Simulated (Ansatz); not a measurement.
AlAs: the change of pressure with volume scale

Results calculated with Ansatz 0.2.0, not measured. Periodic Kohn-Sham DFT of a crystal at fixed atoms, scaled to volume_scale times the given cell; pressure positive in compression, energy less spherical unpolarised free atoms, largest_vzz the field gradient of largest size among the nuclei.

The cell before it is scaled or strained (space group F-43m, No. 216):
```
CELL_PARAMETERS angstrom
0.00000 2.83040 2.83040
2.83040 0.00000 2.83040
2.83040 2.83040 0.00000
ATOMIC_POSITIONS crystal
Al 0.00000 0.00000 0.00000
As 0.75000 0.75000 0.75000
```

Settings of every row: method all-electron PAW; functional PBEsol; relativity scalar; k mesh 11x11x11; filling fermi-dirac; smearing width 0.05 eV; nucleus gaussian.

Atom start moment: 0 on all atoms.

| row | volume scale | V (Å³/atom) | pressure (GPa) |
| --- | --- | --- | --- |
| 1 | 0.94 | 21.314 | 5.743 |
| 2 | 0.96 | 21.768 | 3.817 |
| 3 | 0.98 | 22.221 | 2.081 |
| 4 | 0.99 | 22.448 | 1.279 |
| 5 | 1 | 22.675 | 0.517 |
| 6 | 1.01 | 22.902 | -0.205 |
| 7 | 1.02 | 23.128 | -0.892 |
| 8 | 1.04 | 23.582 | ? |
| 9 | 1.06 | 24.035 | -3.303 |

Question: what pressure should row 8 give?

Worked fit of pressure. Take u = (V_r/V)^(2/3) − 1 with V_r = 22.562 Å³ an atom, which is twice the finite (Eulerian) strain; such expansions in the strain, on which the Birch-Murnaghan equation of state is built, carry the rest volume and the bulk modulus. The shown rows have u = 0.03866, 0.02417, 0.0102, 0.00338, -0.00333, -0.00992, -0.01638, -0.04129. Least squares give pressure = 0.8916 + 113.665 × u + 299.41 × u² + 169 × u³ GPa; a parabola predicts inner rows, each left out in turn, worse (root mean square 0.003 against 0.0018 GPa). The rows lie off it by 0.000, 0.001, -0.001, 0.000, 0.001, 0.002, -0.001, 0.000. The pressure vanishes at u = -0.0080, or V = 22.84 Å³ an atom, and there the bulk modulus at fixed shape and fractions is B = −V dP/dV = (2/3)(1 + u) dP/du = 72 GPa. The withheld row has u = -0.02905, so the fit gives 0.8916 + 113.665 × (-0.02905) + 299.41 × (-0.02905)² + 169 × (-0.02905)³ = -2.162 GPa.

The calculation gave -2.161 GPa. The fit lies 0.001 GPa (0.011 % of the column's range) below it, one unit of the last digit.
